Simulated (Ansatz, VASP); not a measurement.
ZnS in VASP and in Ansatz

```
CELL_PARAMETERS angstrom
0.00000 2.69451 2.89660
2.69451 0.00000 2.89660
2.69451 2.69451 0.00000
ATOMIC_POSITIONS crystal
Zn 0.00000 0.00000 0.00000
S 0.75000 0.75000 0.75000
```

Change from the starting cell: strain +0.0750 x Voigt [0, 0, 1, 0, 0, 0], atoms carried along.

Alike in both runs: task single point; functional r2SCAN; k mesh 8 × 8 × 8; occupations gaussian, width 0.05 eV; no spin polarisation.

|  | VASP | Ansatz |
| --- | --- | --- |
| version | VASP 6.6.1 | Ansatz 0.2.0 |
| potentials or method | VASP PAW PBE potentials, release 64 (Zn, S) | scalar-relativistic, plane waves, PAW |
| plane-wave cutoff (eV) | 520 | 500 |
| valence electrons in the cell | 18 | 18 |

Ansatz gave:

| Property | Result |
| --- | --- |
| gap on the k mesh at the Fermi level (eV) | 2.26 |
| least direct gap on the mesh (eV) | 2.26 |
| pressure (GPa) | -5.0 |
| largest component of the traceless stress (GPa) | 2.45 |

Q: What did VASP give for the same quantities?

A: gap on the k mesh at the Fermi level (eV): 2.27; least direct gap on the mesh (eV): 2.27; pressure (GPa): -4.9; largest component of the traceless stress (GPa): 2.47.

Caveats: the PAW data sets were made with another functional, which shifts forces and pressure a little (VASP).
